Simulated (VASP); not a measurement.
GaN:

```
CELL_PARAMETERS angstrom
3.18000 0.00000 0.00000
-1.59000 2.75396 0.00000
0.00000 0.00000 5.16600
ATOMIC_POSITIONS crystal
Ga 0.66667 0.33333 0.50000
Ga 0.33333 0.66667 0.00000
N 0.66667 0.33333 0.87500
N 0.33333 0.66667 0.37500
```

```yaml
Program: VASP 6.6.1
Task: relaxation of cell and atoms
Functional: TPSS
Potentials_or_basis: VASP PAW PBE potentials, release 64 (Ga_d, N)
Cutoff: 600 eV
k_mesh: 10 × 10 × 5
Occupations: fermi-dirac, width 0.05 eV
Spin: no spin polarisation
```

At the start: pressure 4.8 GPa; volume 11.31 Å³/atom.

Problem. Where does the relaxation end?

Solution. Over 3 steps the energy falls by 4.5 meV/atom and the volume is 11.59 Å³/atom (+2.5 %); space group P6_3mc (No. 186, to 0.05 Å).

The path:
| step | energy change (eV) | largest force (eV/Å) | pressure (GPa) | volume (Å³) |
| --- | --- | --- | --- | --- |
| 1 | 0.0000 | 0.1405 | 4.77 | 45.24 |
| 2 | -0.0022 | 0.0804 | -4.05 | 47.48 |
| 3 | -0.0179 | 0.0109 | -0.04 | 46.37 |

Final structure:
```cif
data_structure
_symmetry_space_group_name_H-M 'P 1'
_symmetry_Int_Tables_number 1
_cell_length_a 3.2026
_cell_length_b 3.2026
_cell_length_c 5.2203
_cell_angle_alpha 90.000
_cell_angle_beta 90.000
_cell_angle_gamma 120.000
_cell_volume 46.37
loop_
_atom_site_label
_atom_site_type_symbol
_atom_site_fract_x
_atom_site_fract_y
_atom_site_fract_z
_atom_site_occupancy
Ga1 Ga 0.66667 0.33333 0.49932 1
Ga2 Ga 0.33333 0.66667 0.99932 1
N1 N 0.66667 0.33333 0.87568 1
N2 N 0.33333 0.66667 0.37568 1
```

Caveat: the PAW data sets were made with another functional, which shifts forces and pressure a little.
